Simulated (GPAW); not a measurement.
Runs of GPAW 26.7.0 on La2O3. It takes space group P-3m1 (No. 164, trigonal). Conventional cell: a = 3.931 Å, b = 3.931 Å, c = 6.112 Å, α = 90.00°, β = 90.00°, γ = 120.00°. Around La (site symmetry 3m) lie 4 O at 2.36 to 2.44 Å. O (site symmetry -3m) is surrounded by 6 La at 2.72 Å. O (site symmetry 3m) has 4 La at 2.36 to 2.44 Å as nearest neighbours. The cell is a database's computed one.

```csv
task,level,potentials or basis,k mesh,band path,band points,mesh quality,gap on the mesh (eV),pressure (GPa),largest force (eV/Å)
band structure,LDA,"the program's PAW data sets (release 1.2.1) made for this functional, pw",5 × 5 × 3,"GMKGALHA,LM,KH",80,not flagged,3.93,-6.0,0.14
band structure,PBE,"GPAW PAW data sets (gpaw-data 1.2.1), pw",5 × 5 × 3,"GMKGALHA,LM,KH",80,not flagged,4.03,2.2,(a)
band structure,r2SCAN,"GPAW PAW data sets (gpaw-data 1.2.1), pw",5 × 5 × 3,"GMKGALHA,LM,KH",80,not flagged,4.44,(b),0.07
single point,TB-mBJ,"GPAW PAW data sets for LDA (gpaw-data 1.2.1), pw",6 × 6 × 4,-,-,not flagged,4.40,-,-
```

Alike in all rows: no spin polarisation; cell as given; cutoff (eV) 800; smearing fermi-dirac 0.05 eV.

Question: Fill in the values left out.

Answer: (a) 0.04; (b) 1.0.

Caveats: one-centre terms of the f shell are cut off; spin-orbit coupling is left out, which moves the levels of the heavy elements; the mesh misses the band edges, which the band path finds closer together (some runs); the PAW data sets were made with another functional, which shifts forces and pressure a little (some runs); a model potential gives levels but no total energy (some runs).

A k mesh can miss the band edges, and the runs leave out spin-orbit coupling on La.
